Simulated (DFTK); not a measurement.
# MgO (Fm-3m) in DFTK: settings compared

The runs below take MgO through band structure, equation of state, with PBEsol, r2SCAN, BJ06, LDA.

Everything below comes from runs of DFTK 0.8.2. Logs are shortened: lines on timing, memory, paths and dates and some standing lists are left out, and cuts for length are marked.

**What was measured.**

“Electronic structure of alkaline earth and post-transition metal oxides”, 2009, arxiv:0908.1581 quotes, for a bulk crystal of MgO: band gap 7.83 eV.

How close the calculation comes is told below.

### Step 1. The structure

Symmetry: Fm-3m, No. 225, cubic system. Conventional cell: a = 4.194 Å, b = 4.194 Å, c = 4.194 Å, α = 90.00°, β = 90.00°, γ = 90.00°. Mg (site symmetry m-3m) is surrounded by 6 O at 2.10 Å. Around O (site symmetry m-3m) lie 6 Mg at 2.10 Å.

The cell is a database's computed one.

### Step 2. Band structure, PBEsol

Contents of run.jl:

```julia
using DFTK
using PseudoPotentialData
using Unitful, UnitfulAtomic
using LinearAlgebra, Printf
include("save.jl")
disable_threading()

lines = readlines("MgO.cif")
tag(name) = parse(Float64, split(only(filter(startswith(name), lines)))[2])
a, b, c = tag.(["_cell_length_a", "_cell_length_b", "_cell_length_c"])
α, β, γ = deg2rad.(tag.(["_cell_angle_alpha", "_cell_angle_beta", "_cell_angle_gamma"]))
cx, cy  = cos(β), (cos(α) - cos(β) * cos(γ)) / sin(γ)
lattice = austrip(1u"Å") * [a b*cos(γ) c*cx; 0 b*sin(γ) c*cy; 0 0 c*sqrt(1 - cx^2 - cy^2)]
sites     = split.(lines[findlast(startswith("_atom_site_"), lines)+1:end])
symbols   = [Symbol(s[2]) for s in sites]
positions = [parse.(Float64, s[5:7]) for s in sites]
pseudopotentials = Dict(:Mg => "Mg.upf", :O => "O.upf")
elements = Dict(s => ElementPsp(s, pseudopotentials; rcut=10.0) for s in unique(symbols))
atoms    = [elements[s] for s in symbols]

build_model(lattice, positions; symmetries=true) =
    model_DFT(lattice, atoms, positions;
              functionals=PBEsol(),
              temperature=austrip(0.05u"eV"),
              smearing=Smearing.FermiDirac(),
              symmetries)
Ecut  = 45.0  # hartree
kgrid = [11, 11, 11]
tol   = 1e-6
to_GPa = ustrip(uconvert(u"GPa", 1u"hartree/bohr^3"))

model = build_model(lattice, positions)
basis = PlaneWaveBasis(model; Ecut, kgrid)
display(basis)
scfres = self_consistent_field(basis;
                               tol,
                               nbandsalg=AdaptiveBands(model; n_bands_converge=13))
display(scfres.energies)
@printf "Fermi level: %.6f eV\n" ustrip(auconvert(u"eV", something(scfres.εF, NaN)))
forces = compute_forces_cart(scfres)
println("Forces (eV/Å)")
for (s, f) in zip(symbols, forces)
    @printf "%-3s %12.6f %12.6f %12.6f\n" s ustrip.(auconvert.(u"eV/Å", f))...
end
stress = compute_stresses_cart(scfres)
println("Stress (GPa)")
display(round.(stress * to_GPa; digits=4))
println("Levels at the first k-point (eV): ", round.(ustrip.(auconvert.(u"eV", scfres.eigenvalues[1][1:scfres.n_bands_converge])); digits=4))
save_scf!(scfres; forces, stress)

points = Dict("G" => [0.0, 0.0, 0.0], "K" => [0.375, 0.375, 0.75], "L" => [0.5, 0.5, 0.5], "U" => [0.625, 0.25, 0.625], "W" => [0.5, 0.25, 0.75], "X" => [0.5, 0.0, 0.5])
segments = [("G", "X", 7), ("X", "W", 4), ("W", "K", 3), ("K", "G", 7), ("G", "L", 6), ("L", "U", 4), ("U", "W", 3), ("W", "L", 5), ("L", "K", 4), ("U", "X", 3)]
kcoords = vcat([[points[a] + t * (points[b] - points[a]) for t in range(0, 1, n)] for (a, b, n) in segments]...)
bands = compute_bands(scfres, ExplicitKpoints(kcoords); n_bands=15, tol=1e-5)
for (k, ε) in zip(bands.basis.kpoints, bands.eigenvalues)
    @printf "%d %8.4f %8.4f %8.4f " k.spin k.coordinate...
    println(join([@sprintf("%9.4f", e) for e in ustrip.(auconvert.(u"eV", ε .- scfres.εF))]))
end
results["band_energies"] = rows(bands.eigenvalues); results["band_kpoints"] = rows(kcoords)
```

Contents of MgO.cif:

```cif
data_MgO
_cell_length_a 2.96560781
_cell_length_b 2.96560781
_cell_length_c 2.96560781
_cell_angle_alpha 60.00000000
_cell_angle_beta 60.00000000
_cell_angle_gamma 60.00000000
_space_group_name_H-M_alt 'P1'
_space_group_name_Hall 'P 1'
_space_group_IT_number 1
loop_
_space_group_symop_operation_xyz
'x,y,z'
loop_
_atom_site_label
_atom_site_type_symbol
_atom_site_symmetry_multiplicity
_atom_site_Wyckoff_symbol
_atom_site_fract_x
_atom_site_fract_y
_atom_site_fract_z
_atom_site_occupancy
Mg1 Mg 1 a 0.0000000000 0.0000000000 0.0000000000 1
O1 O 1 a 0.5000000000 0.5000000000 0.5000000000 1
```

Potentials or basis: SG15 1.2 (PBE).

Command:

```bash
$ julia --threads=1 run.jl  # save.jl only writes the numbers to a file and isn't shown; printed stress counts tension as positive; times include loading and compiling
```

Standard output:

```text
PlaneWaveBasis discretization:

    Ecut                 : 45.0 Ha
    fft_size             : (36, 36, 36), 46656 total points
    kgrid                : MonkhorstPack([11, 11, 11])
    num.   red. kpoints  : 1331
    num. irred. kpoints  : 56

    Discretized Model(gga_x_pbe_sol+gga_c_pbe_sol, 3D):
        lattice (in Bohr)    : [5.60419   , 2.80209   , 2.80209   ]
                               [0         , 4.85337   , 1.61779   ]
                               [0         , 0         , 4.5758    ]
        unit cell volume     : 124.46 Bohr³

        atoms                : MgO
        atom potentials      : ElementPsp(:Mg, "Mg.upf")
                               ElementPsp(:O, "O.upf")

        num. electrons       : 16
        spin polarization    : none
        temperature          : 0.0018375 Ha
        smearing             : DFTK.Smearing.FermiDirac()

        terms                : Kinetic()
                               AtomicLocal()
                               AtomicNonlocal()
                               Ewald(nothing)
                               PspCorrection()
                               Hartree()
                               Xc(gga_x_pbe_sol, gga_c_pbe_sol)
                               Entropy()
n     Energy            log10(ΔE)   log10(Δρ)   Diag   Δtime
---   ---------------   ---------   ---------   ----   ------
  1   -70.20051996968                   -0.61    4.5    7.76s
  2   -70.23747272025       -1.43       -0.69    2.6    5.66s
  3   -70.27482584296       -1.43       -1.27    3.0    5.80s
  4   -70.27583890392       -2.99       -1.57    2.1    4.90s
  5   -70.27645721144       -3.21       -2.28    1.7    4.22s
  6   -70.27648242729       -4.60       -2.88    1.5    4.20s
  7   -70.27648305457       -6.20       -3.28    1.9    4.63s
  8   -70.27648315631       -6.99       -3.58    1.6    4.17s
  9   -70.27648317244       -7.79       -4.58    1.7    3.75s
 10   -70.27648317280       -9.45       -4.40    3.0    5.25s
 11   -70.27648317304       -9.61       -5.07    1.0    3.73s
 12   -70.27648317305      -11.31       -5.18    1.5    3.98s
 13   -70.27648317305      -11.16       -5.87    1.8    4.35s
 14   -70.27648317305      -12.16       -6.56    1.6    4.17s
Energy breakdown (in Ha):
    Kinetic             36.1522687
    AtomicLocal         -56.4096251
    AtomicNonlocal      -9.4853707
    Ewald               -47.5873828
    PspCorrection       1.8629121
    Hartree             15.6319072
    Xc                  -10.4411926
    Entropy             0.0000000

    total               -70.276483173054
Fermi level: 8.057703 eV
Forces (eV/Å)
Mg     -0.000000    -0.000000    -0.000000
O      -0.000000    -0.000000    -0.000000
Stress (GPa)
3×3 StaticArraysCore.SMatrix{3, 3, Float64, 9} with indices SOneTo(3)×SOneTo(3):
 -3.5435  -0.0     -0.0
  0.0     -3.5435   0.0
  0.0      0.0     -3.5435
Levels at the first k-point (eV): [-66.3223, -33.0706, -33.0706, -33.0706, -11.6293, 5.6892, 5.6892, 5.6892, 10.4262, 21.4778, 21.4778, 21.4778, 25.23]
1   0.0000   0.0000   0.0000  -74.3800 -41.1283 -41.1283 -41.1283 -19.6870  -2.3685  -2.3685  -2.3685   2.3685  13.4201  13.4201  13.4201  17.1723  19.2745  19.2745
1   0.0833   0.0000   0.0833  -74.3792 -41.1343 -41.1304 -41.1304 -19.5823  -2.9078  -2.4794  -2.4794   2.9808  12.1228  13.6686  13.6686  17.7713  18.9419  19.4916
1   0.1667   0.0000   0.1667  -74.3769 -41.1502 -41.1360 -41.1360 -19.2941  -3.9949  -2.7654  -2.7654   4.2971  10.2458  14.3186  14.3186  15.4135  20.1361  22.2353
1   0.2500   0.0000   0.2500  -74.3738 -41.1707 -41.1438 -41.1438 -18.8952  -5.0641  -3.1223  -3.1223   5.7475   8.6773  13.2131  15.1503  15.1503  21.1823  25.1970
1   0.3333   0.0000   0.3333  -74.3705 -41.1898 -41.1516 -41.1516 -18.4918  -5.8846  -3.4468  -3.4468   6.9774   7.5337  11.5673  15.9412  15.9412  22.5559  24.8821
1   0.4167   0.0000   0.4167  -74.3682 -41.2030 -41.1573 -41.1573 -18.1948  -6.3778  -3.6672  -3.6672   6.8420   7.5938  10.8316  16.5136  16.5136  23.7388  24.0177
1   0.5000   0.0000   0.5000  -74.3674 -41.2076 -41.1594 -41.1594 -18.0861  -6.5389  -3.7446  -3.7446   6.6107   7.6717  10.7565  16.7255  16.7255  23.2379  24.7869
1   0.5000   0.0000   0.5000  -74.3674 -41.2076 -41.1594 -41.1594 -18.0861  -6.5389  -3.7446  -3.7446   6.6107   7.6717  10.7565  16.7255  16.7255  23.2379  24.7869
1   0.5000   0.0833   0.5833  -74.3674 -41.2044 -41.1626 -41.1600 -18.0692  -6.4029  -4.0167  -3.8591   7.0480   8.0937  10.6004  15.8847  17.0044  23.6850  25.1970
1   0.5000   0.1667   0.6667  -74.3674 -41.1955 -41.1714 -41.1612 -18.0351  -6.0068  -4.6641  -4.0787   8.0977   9.1401  10.1078  14.2390  17.9258  22.3929  24.1325
1   0.5000   0.2500   0.7500  -74.3673 -41.1834 -41.1834 -41.1617 -18.0179  -5.3939  -5.3939  -4.1844   9.2419   9.2419   9.9094  13.2389  19.6860  19.6860  24.2696
1   0.5000   0.2500   0.7500  -74.3673 -41.1834 -41.1834 -41.1617 -18.0179  -5.3939  -5.3939  -4.1844   9.2419   9.2419   9.9094  13.2389  19.6860  19.6860  24.2696
1   0.4375   0.3125   0.7500  -74.3676 -41.1910 -41.1794 -41.1565 -18.0387  -5.7999  -5.1363  -3.8609   8.2362   9.6477   9.9054  14.1570  17.8814  21.5052  24.6570
1   0.3750   0.3750   0.7500  -74.3677 -41.1938 -41.1800 -41.1519 -18.0554  -5.9418  -5.1471  -3.5384   7.6496   9.4955  10.1623  15.8739  16.0149  22.8387  25.1897
1   0.3750   0.3750   0.7500  -74.3677 -41.1938 -41.1800 -41.1519 -18.0554  -5.9418  -5.1471  -3.5384   7.6496   9.4955  10.1623  15.8739  16.0149  22.8387  25.1897
1   0.3125   0.3125   0.6250  -74.3686 -41.1927 -41.1794 -41.1447 -18.1411  -5.8536  -5.2545  -3.3091   7.8611   9.6675  10.5818  15.3887  17.0537  19.9877  24.9121
1   0.2500   0.2500   0.5000  -74.3706 -41.1943 -41.1635 -41.1378 -18.4026  -5.9531  -4.4186  -3.0398   7.1217   9.3706  11.7492  15.2713  17.6323  18.7082  23.5738
1   0.1875   0.1875   0.3750  -74.3734 -41.1811 -41.1490 -41.1328 -18.8129  -5.3768  -3.5813  -2.7751   5.8244   9.5559  13.0690  15.6723  15.7924  19.0442  22.4268
1   0.1250   0.1250   0.2500  -74.3766 -41.1583 -41.1377 -41.1298 -19.2475  -4.2840  -2.9076  -2.5574   4.3815  10.4532  13.8503  14.4752  16.6483  18.6121  21.2255
1   0.0625   0.0625   0.1250  -74.3791 -41.1370 -41.1307 -41.1286 -19.5694  -3.0295  -2.5000  -2.4168   3.0357  12.0739  13.6650  13.6840  18.1205  18.9181  19.0110
1   0.0000   0.0000   0.0000  -74.3800 -41.1283 -41.1283 -41.1283 -19.6870  -2.3685  -2.3685  -2.3685   2.3685  13.4201  13.4201  13.4201  17.1723  19.2745  19.2745
1   0.0000   0.0000   0.0000  -74.3800 -41.1283 -41.1283 -41.1283 -19.6870  -2.3685  -2.3685  -2.3685   2.3685  13.4201  13.4201  13.4201  17.1723  19.2745  19.2745
1   0.1000   0.1000   0.1000  -74.3792 -41.1374 -41.1292 -41.1292 -19.5739  -3.0367  -2.4381  -2.4381   3.0060  12.1259  13.6647  13.6647  18.5471  18.5471  18.9026
1   0.2000   0.2000   0.2000  -74.3768 -41.1610 -41.1316 -41.1316 -19.2631  -4.3887  -2.6142  -2.6142   4.2052  10.6048  14.1665  14.1665  17.8385  17.8385  20.0065
1   0.3000   0.3000   0.3000  -74.3739 -41.1900 -41.1345 -41.1345 -18.8435  -5.7432  -2.8212  -2.8212   5.1127   9.9593  14.3139  14.3139  18.2576  18.2576  19.4310
1   0.4000   0.4000   0.4000  -74.3715 -41.2133 -41.1369 -41.1369 -18.4671  -6.7358  -2.9810  -2.9810   5.4266  10.1094  14.1145  14.1145  18.8669  19.5058  19.5058
1   0.5000   0.5000   0.5000  -74.3706 -41.2221 -41.1378 -41.1378 -18.3124  -7.1040  -3.0404  -3.0404   5.4602  10.3017  14.0046  14.0046  18.6608  20.2406  20.2406
1   0.5000   0.5000   0.5000  -74.3706 -41.2221 -41.1378 -41.1378 -18.3124  -7.1040  -3.0404  -3.0404   5.4602  10.3017  14.0046  14.0046  18.6608  20.2406  20.2406
1   0.5417   0.4167   0.5417  -74.3699 -41.2167 -41.1467 -41.1402 -18.2587  -6.8823  -3.6021  -3.1351   6.1749  10.1450  12.5352  14.3926  18.8380  20.3853  20.8934
1   0.5833   0.3333   0.5833  -74.3686 -41.2028 -41.1679 -41.1461 -18.1364  -6.2842  -4.7180  -3.3495   7.4664   9.7957  10.7662  15.2399  16.9078  21.1074  24.2363
1   0.6250   0.2500   0.6250  -74.3677 -41.1938 -41.1800 -41.1519 -18.0554  -5.9418  -5.1471  -3.5384   7.6496   9.4955  10.1623  15.8739  16.0149  22.8387  25.1897
1   0.6250   0.2500   0.6250  -74.3677 -41.1938 -41.1800 -41.1519 -18.0554  -5.9418  -5.1471  -3.5384   7.6496   9.4955  10.1623  15.8739  16.0149  22.8387  25.1897
1   0.5625   0.2500   0.6875  -74.3676 -41.1910 -41.1794 -41.1565 -18.0387  -5.7999  -5.1363  -3.8609   8.2362   9.6477   9.9054  14.1570  17.8814  21.5052  24.6570
1   0.5000   0.2500   0.7500  -74.3673 -41.1834 -41.1834 -41.1617 -18.0179  -5.3939  -5.3939  -4.1844   9.2419   9.2419   9.9094  13.2389  19.6860  19.6860  24.2696
1   0.5000   0.2500   0.7500  -74.3673 -41.1834 -41.1834 -41.1617 -18.0179  -5.3939  -5.3939  -4.1844   9.2419   9.2419   9.9094  13.2389  19.6860  19.6860  24.2696
1   0.5000   0.3125   0.6875  -74.3679 -41.1926 -41.1768 -41.1547 -18.0635  -5.8212  -5.1077  -3.8336   8.5752   9.4398  10.2097  13.8848  18.8745  19.7197  25.1541
1   0.5000   0.3750   0.6250  -74.3690 -41.2070 -41.1606 -41.1455 -18.1699  -6.4688  -4.3537  -3.3807   7.2634   9.8539  11.1927  14.6239  18.2374  19.8217  23.9855
1   0.5000   0.4375   0.5625  -74.3701 -41.2181 -41.1445 -41.1397 -18.2715  -6.9368  -3.4680  -3.1193   6.0137  10.1832  12.8157  14.2865  19.3140  19.8017  20.8047
1   0.5000   0.5000   0.5000  -74.3706 -41.2221 -41.1378 -41.1378 -18.3124  -7.1040  -3.0404  -3.0404   5.4602  10.3017  14.0046  14.0046  18.6608  20.2406  20.2406
1   0.5000   0.5000   0.5000  -74.3706 -41.2221 -41.1378 -41.1378 -18.3124  -7.1040  -3.0404  -3.0404   5.4602  10.3017  14.0046  14.0046  18.6608  20.2406  20.2406
1   0.4583   0.4583   0.5833  -74.3699 -41.2167 -41.1467 -41.1402 -18.2587  -6.8823  -3.6021  -3.1351   6.1749  10.1450  12.5352  14.3926  18.8380  20.3853  20.8934
1   0.4167   0.4167   0.6667  -74.3686 -41.2028 -41.1679 -41.1461 -18.1364  -6.2842  -4.7180  -3.3495   7.4664   9.7957  10.7662  15.2399  16.9078  21.1074  24.2363
1   0.3750   0.3750   0.7500  -74.3677 -41.1938 -41.1800 -41.1519 -18.0554  -5.9418  -5.1471  -3.5384   7.6496   9.4955  10.1623  15.8739  16.0149  22.8387  25.1897
1   0.6250   0.2500   0.6250  -74.3677 -41.1938 -41.1800 -41.1519 -18.0554  -5.9418  -5.1471  -3.5384   7.6496   9.4955  10.1623  15.8739  16.0149  22.8387  25.1897
1   0.5625   0.1250   0.5625  -74.3674 -41.2039 -41.1656 -41.1574 -18.0687  -6.3860  -4.2121  -3.6912   7.0214   8.1922  10.5898  16.3354  16.4528  23.8679  25.1823
1   0.5000   0.0000   0.5000  -74.3674 -41.2076 -41.1594 -41.1594 -18.0861  -6.5389  -3.7446  -3.7446   6.6107   7.6717  10.7565  16.7255  16.7255  23.2379  24.7869
```

It took 2.6 min on 1 thread of Intel Xeon Platinum 8259CL at 2.50GHz (Skylake/Cascade Lake), shared host; peak memory 1.5 GiB.

What came out:

```yaml
Free_energy: -1912.3205 eV
Pressure: 3.5 GPa
Band_gap_on_the_k_mesh: 4.74 eV, direct
Band_gap_along_the_path: 4.74 eV, direct
```

Levels at the corners of the path, in eV from the valence-band top:
| point | band 5 | band 6 | band 7 | band 8 | band 9 | band 10 | band 11 | band 12 |
| --- | --- | --- | --- | --- | --- | --- | --- | --- |
| Γ | -17.32 | 0.00 | 0.00 | 0.00 | 4.74 | 15.79 | 15.79 | 15.79 |
| X | -15.72 | -4.17 | -1.38 | -1.38 | 8.98 | 10.04 | 13.12 | 19.09 |
| W | -15.65 | -3.03 | -3.03 | -1.82 | 11.61 | 11.61 | 12.28 | 15.61 |
| K | -15.69 | -3.57 | -2.78 | -1.17 | 10.02 | 11.86 | 12.53 | 18.24 |
| Γ | -17.32 | 0.00 | 0.00 | 0.00 | 4.74 | 15.79 | 15.79 | 15.79 |
| L | -15.94 | -4.74 | -0.67 | -0.67 | 7.83 | 12.67 | 16.37 | 16.37 |
| U | -15.69 | -3.57 | -2.78 | -1.17 | 10.02 | 11.86 | 12.53 | 18.24 |
| W | -15.65 | -3.03 | -3.03 | -1.82 | 11.61 | 11.61 | 12.28 | 15.61 |
| L | -15.94 | -4.74 | -0.67 | -0.67 | 7.83 | 12.67 | 16.37 | 16.37 |
| K | -15.69 | -3.57 | -2.78 | -1.17 | 10.02 | 11.86 | 12.53 | 18.24 |
| U | -15.69 | -3.57 | -2.78 | -1.17 | 10.02 | 11.86 | 12.53 | 18.24 |
| X | -15.72 | -4.17 | -1.38 | -1.38 | 8.98 | 10.04 | 13.12 | 19.09 |

Caveat: the potentials were made for another functional, which shifts forces and pressure.

(Continued in part 2 of 2.)
